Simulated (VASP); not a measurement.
Here is a VASP 6.6.1 calculation.

INCAR

```
  PREC = Accurate
  ENCUT = 520
  EDIFF = 1E-7
  ISMEAR = 0
  SIGMA = 0.028999999999999998
  LREAL = False
  LASPH = True
  NELM = 80
  ALGO = Normal
  ISIF = 2
  LWAVE = False
  LCHARG = False
  GGA = PE
```

The input KPOINTS:

```
Automatic mesh
0
Gamma
  8 8 5
```

File POSCAR:

```
ZnS
1.0
    3.8110000000      0.0000000000      0.0000000000
   -1.9055000000      3.3004228138      0.0000000000
    0.0000000000      0.0000000000      6.2340000000
Zn S
2 2
Direct
    0.6666666667      0.3333333333      0.5000000000
    0.3333333333      0.6666666667      0.0000000000
    0.6666666667      0.3333333333      0.8850000000
    0.3333333333      0.6666666667      0.3850000000
```

Potentials or basis: VASP PAW PBE potentials, release 64 (Zn, S).

Launch:

```sh
$ cat potpaw_PBE.64/Zn/POTCAR potpaw_PBE.64/S/POTCAR > POTCAR
$ mpirun -np 1 vasp_std > vasp.out
```

Problem. What does it give for the pressure?

Solution. 2.5 GPa.

Problem. What does it give for the largest force?

Solution. 0.323 eV/Å.

Stress tensor (GPa, compression positive):
```
3.19 0.00 0.00
0.00 3.19 0.00
0.00 0.00 1.13
```

**Measured values to compare with.**

From a printed reference work, monograph, for a bulk crystal of ZnS at 4 K: band gap 3.911 eV (direct).

Against the measured gap of ZnS, 3.911 eV (direct; 4 K; a printed reference work, monograph), the calculated 2.25 eV is off by -1.66 eV. The value is that of PBE, without temperature or zero-point motion. Semilocal functionals fall short of measured gaps as a rule.
